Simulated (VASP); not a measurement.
Input of a VASP 6.6.1 run:

INCAR

```
PREC     = Normal         # precision mode
ENCUT    = 520            # plane-wave cutoff, eV
EDIFF    = 1E-4           # SCF threshold, eV
ISMEAR   = 0              # smearing method
SIGMA    = 0.15           # smearing width, eV
LREAL    = F              # projectors in reciprocal space
LASPH    = T              # aspherical terms in the spheres
NELM     = 60             # most SCF steps
ALGO     = Fast           # electronic algorithm
ISIF     = 3              # what is computed and relaxed
LWAVE    = F              # write WAVECAR
LCHARG   = F              # write CHGCAR
GGA      = PE             # functional
IBRION   = 2              # ionic algorithm
NSW      = 24             # ionic steps
EDIFFG   = -0.08          # ionic threshold
```

Contents of KPOINTS:

```
regular mesh
0
Gamma
  5 5 2
```

The input POSCAR:

```
Sn2Ge
1.0
    4.3900000000      0.0000000000      0.0000000000
   -2.1950000000      3.8018515200      0.0000000000
    0.0000000000      0.0000000000     10.7600000000
Sn Ge
4 2
Direct
    0.3333333300      0.6666666700      0.7917000000
    0.6666666700      0.3333333300      0.2083000000
    0.3333333300      0.6666666700      0.5417000000
    0.6666666700      0.3333333300      0.4583000000
    0.0000000000      0.0000000000      0.8750000000
    0.0000000000      0.0000000000      0.1250000000
```

Potentials or basis: VASP PAW PBE potentials, release 64 (Sn_d, Ge_d).

Command:

```sh
$ cat potpaw_PBE.64/Sn_d/POTCAR potpaw_PBE.64/Ge_d/POTCAR > POTCAR
$ mpirun -np 1 vasp_std > vasp.out
```

Question: Predict the relaxed cell.

Answer: a = 4.523 Å, b = 4.523 Å, c = 10.905 Å, α = 90.00°, β = 90.00°, γ = 120.00°.

Question: What does it give for the relaxed volume?

Answer: 32.20 Å³/atom.

The path:
```csv
step,energy change (eV),largest force (eV/Å),pressure (GPa),volume (Å³)
1,0.0000,1.3488,4.78,179.59
2,-0.3419,0.5482,0.36,203.82
3,-0.2957,0.4371,-0.48,209.18
4,-0.3692,0.4548,-1.89,207.58
5,-0.4368,0.5665,-0.39,202.72
6,-0.4411,0.4885,-1.81,204.84
7,-0.4463,0.4346,-1.44,204.19
8,-0.4771,0.3809,-0.47,201.89
9,-0.4803,0.3798,-1.22,201.61
10,-0.4863,0.3591,-1.12,201.04
11,-0.4967,0.4164,-0.54,199.91
12,-0.5107,0.4984,-1.35,197.66
13,-0.5087,0.7340,-1.03,193.22
14,-0.5290,0.4352,1.33,190.71
15,-0.5286,0.4726,0.75,190.81
16,-0.5288,0.4534,0.61,190.76
17,-0.5435,0.2352,0.81,191.74
18,-0.5491,0.1773,-0.06,193.67
19,-0.5505,0.1626,0.38,193.07
20,-0.5505,0.1580,0.16,193.21
21,-0.5506,0.1630,0.02,193.16
22,-0.5524,0.0826,0.12,193.21
23,-0.5526,0.0512,0.14,193.23
```

Caveat: the relaxation stopped at a loose force limit of 0.08 eV/Å, so its end isn't a converged minimum.
